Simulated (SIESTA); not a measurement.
**Se under changes of volume**

One of the cells (27.806 Å³/atom); the others are scaled copies at fixed shape and fractional positions:

```
CELL_PARAMETERS angstrom
4.39512 0.00000 0.00000
-2.19756 3.80628 0.00000
0.00000 0.00000 4.98641
ATOMIC_POSITIONS crystal
Se 0.77460 0.77460 0.00000
Se 0.00000 0.22540 0.66667
Se 0.22540 0.00000 0.33333
```

```yaml
Program: SIESTA 5.4.2
Functional: PBEsol
Potentials_or_basis: PseudoDojo 0.4 standard (PBEsol files)
Basis: DZP (energy shift 0.003 Ry; two zetas on semicore shells)
Grid_cutoff: 500 Ry
Energy_shift: 0.003 Ry
k_mesh: 7 × 7 × 6
Occupations: fermi-dirac, width 0.05 eV
Spin: no spin polarisation
```

| volume (Å³/atom) | energy over the lowest point (meV/atom) | pressure (GPa) | gap on the mesh (eV) | largest force (eV/Å) |
| --- | --- | --- | --- | --- |
| 25.625 | ? | ? | ? | ? |
| 26.170 | 66.15 | 7.2 | 1.06 | 2.031 |
| 26.716 | 44.22 | 5.7 | 1.04 | 1.762 |
| 27.806 | 14.26 | 3.2 | 1.01 | 1.272 |
| 28.351 | 5.34 | 2.1 | 0.99 | 1.050 |
| 28.896 | 0.00 | 1.1 | 0.98 | 0.840 |

**Question.** What does the run at 25.625 Å³/atom give?

**Answer.** Energy over the lowest point 91.82 meV/atom; pressure 8.8 GPa; gap on the mesh 1.08 eV; largest force 2.318 eV/Å.

Worked out: A Birch-Murnaghan fit of order 3 (a polynomial in V^(-2/3)) to the other rows has its minimum at 29.55 Å³/atom, just outside them, with B0 = V·E''(V) = 46 GPa and B' = 4.1 at fixed shape and positions, which overstates the stiffness. It gives 93.27 meV/atom at 25.625 Å³/atom, against the run's 91.82, and -dE/dV = 8.8 GPa, against 8.8. A straight line through the other rows of the gap, of slope -0.815 eV per unit of ln V, extrapolates to 1.08 eV, against the run's 1.08.

Energies are extrapolated to zero smearing.

Caveats: an odd mesh through Γ misses points on the zone boundary, where band edges often lie; the basis of atomic orbitals isn't converged, which shifts pressures, moduli and gaps; forces of over 1 eV/Å show positions far from the minimum, so gaps and moduli don't describe the material at rest (some runs). Spin-orbit coupling on Se is left out.
